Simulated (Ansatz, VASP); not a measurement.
ZnS (Wurtzite-2H): VASP beside Ansatz

File INCAR:

```
  PREC = Accurate
  ENCUT = 520
  EDIFF = 1E-6
  ISMEAR = 0
  SIGMA = 0.01
  LREAL = F
  LASPH = T
  NELM = 100
  ALGO = Normal
  ISIF = 2
  LWAVE = F
  LCHARG = F
  GGA = PE
  NBANDS = 26
```

Contents of KPOINTS:

```
regular mesh
0
Gamma
  6 6 3
```

File POSCAR:

```
ZnS
1.0
    3.8110000000      0.0000000000      0.0000000000
   -1.9055000000      3.3004200000      0.0000000000
    0.0000000000      0.0000000000      6.2340000000
Zn S
2 2
Direct
    0.3333333333      0.6666666667      0.0000000000
    0.6666666667      0.3333333333      0.5000000000
    0.3333333333      0.6666666667      0.3850000000
    0.6666666667      0.3333333333      0.8850000000
```

Input for Ansatz:

```yaml
crystal:
  lattice:
    - [3.811, 0.0, 0.0]
    - [-1.9055, 3.30042, 0.0]
    - [0.0, 0.0, 6.234]
  atoms:
    - { symbol: Zn, position: [0.3333333333333333, 0.6666666666666666, 0.0] }
    - { symbol: Zn, position: [0.6666666666666666, 0.3333333333333333, 0.5] }
    - { symbol: S, position: [0.3333333333333333, 0.6666666666666666, 0.385] }
    - { symbol: S, position: [0.6666666666666666, 0.3333333333333333, 0.885] }
basis:
  ecutwfc: 517.016338673772
kpoints:
  mp_grid:
    grid: [6, 6, 3]
  band_path:
    path:
      - [0.0, 0.0, 0.0]
      - [0.5, 0.0, 0.0]
      - [0.33333, 0.33333, 0.0]
      - [0.0, 0.0, 0.0]
      - [0.0, 0.0, 0.5]
      - [0.5, 0.0, 0.5]
    npoints: 6
hamiltonian:
  xc: pbe
scf:
  n_extra_bands: 6
  occupations:
    method: fixed
```

Alike in both runs: task single point; functional PBE; k mesh 6 × 6 × 3; no spin polarisation.

|  | VASP | Ansatz |
| --- | --- | --- |
| version | VASP 6.6.1 | Ansatz 0.2.0 |
| potentials or method | VASP PAW PBE potentials, release 64 (Zn, S) | plane waves, PAW |
| plane-wave cutoff (eV) | 520 | 517 |
| occupations | gaussian, width 0.01 eV | fixed |
| valence electrons in the cell | 36 | 36 |

|  | VASP | Ansatz | Ansatz less VASP |
| --- | --- | --- | --- |
| gap on the k mesh at the Fermi level (eV) | 2.25 | 2.25 | -0.004 |

A hybrid or GW would open this gap; PBE tends to underestimate it.
